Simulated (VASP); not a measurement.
Calculation: PBE GGA, VASP's PBE PAW potentials (set 64) (plane waves; VASP).

VASP ran on this input.

KPOINTS:
```
K-points
0
gamma
7 7 7
0 0 0
```

INCAR:
```
SYSTEM = AlSb
PREC = Accurate
ENCUT = 400
EDIFF = 1E-6
NELM = 100
ALGO = Normal
LREAL = .FALSE.
LASPH = .TRUE.
ISMEAR = 2
SIGMA = 0.02
GGA = PE
LMAXMIX = 4
LWAVE = .FALSE.
LCHARG = .FALSE.
ISIF = 2
```

### POSCAR
```
AlSb
1
    0.0000000000     3.0700000000     3.0700000000
    3.0700000000     0.0000000000     3.0700000000
    3.0700000000     3.0700000000     0.0000000000
Al Sb
1 1
Direct
  0.0000000000   0.0000000000   0.0000000000
  0.2500000000   0.2500000000   0.2500000000
```

POTCAR, in this order: Al Sb (PBE.64 set). Program: vasp_std.

Output of the run:

**OSZICAR**
```
       N       E                     dE             d eps       ncg     rms          rms(c)
DAV:   1     0.121576508877E+02    0.12158E+02   -0.23918E+03   320   0.566E+02
DAV:   2    -0.783790724721E+01   -0.19996E+02   -0.19168E+02   440   0.792E+01
DAV:   3    -0.827160662664E+01   -0.43370E+00   -0.43370E+00   408   0.150E+01
DAV:   4    -0.827409494027E+01   -0.24883E-02   -0.24883E-02   480   0.129E+00
DAV:   5    -0.827410014484E+01   -0.52046E-05   -0.52046E-05   432   0.563E-02    0.346E+00
DAV:   6    -0.820938036917E+01    0.64720E-01   -0.87441E-02   352   0.144E+00    0.216E+00
DAV:   7    -0.818858903395E+01    0.20791E-01   -0.91352E-02   368   0.164E+00    0.403E-01
DAV:   8    -0.818938295338E+01   -0.79392E-03   -0.62934E-03   344   0.467E-01    0.102E-01
DAV:   9    -0.818969922318E+01   -0.31627E-03   -0.58558E-04   400   0.161E-01    0.344E-02
DAV:  10    -0.818971294450E+01   -0.13721E-04   -0.22500E-05   448   0.280E-02    0.188E-02
DAV:  11    -0.818973955947E+01   -0.26615E-04   -0.50377E-05   352   0.476E-02    0.226E-03
DAV:  12    -0.818973991628E+01   -0.35681E-06   -0.37976E-07   416   0.480E-03
   1 F= -.81897399E+01 E0= -.81897399E+01  d E =-.214290E-13
```

OUTCAR:
```
------------------------ aborting loop because EDIFF is reached ----------------------------------------
  FORCE on cell =-STRESS in cart. coord.  units (eV):
  Direction    XX          YY          ZZ          XY          YZ          ZX
  --------------------------------------------------------------------------------------
  Total        0.8830648      0.8830648      0.8830648      0.0000000      0.0000000      0.0000000
  in kB       24.4488285     24.4488285     24.4488285      0.0000000      0.0000000      0.0000000
  external PRESSURE =      24.4488285 kB  Pullay stress =       0.0000000 kB
  volume of cell :       57.87
      direct lattice vectors                 reciprocal lattice vectors
     0.000000000  3.070000000  3.070000000    -0.162866450  0.162866450  0.162866450
     3.070000000  0.000000000  3.070000000     0.162866450 -0.162866450  0.162866450
     3.070000000  3.070000000  0.000000000     0.162866450  0.162866450 -0.162866450
 POSITION                                       TOTAL-FORCE (eV/Angst)
 -----------------------------------------------------------------------------------
      0.00000      0.00000      0.00000         0.000000      0.000000     -0.000000
      1.53500      1.53500      1.53500        -0.000000     -0.000000      0.000000
 -----------------------------------------------------------------------------------
    total drift:                               -0.000000     -0.000000     -0.000000
  FREE ENERGIE OF THE ION-ELECTRON SYSTEM (eV)
  ---------------------------------------------------
  free  energy   TOTEN  =        -8.1897399163 eV

  energy  without entropy=       -8.1897399163  energy(sigma->0) =       -8.18973992
```
(Selected blocks of OUTCAR.)

The compound is AlSb in the zinc blende structure. The cell was not relaxed at this level. The run is one of a series of settings (ISMEAR = 2, SIGMA = 0.02 against the base run), some of them coarse on purpose.
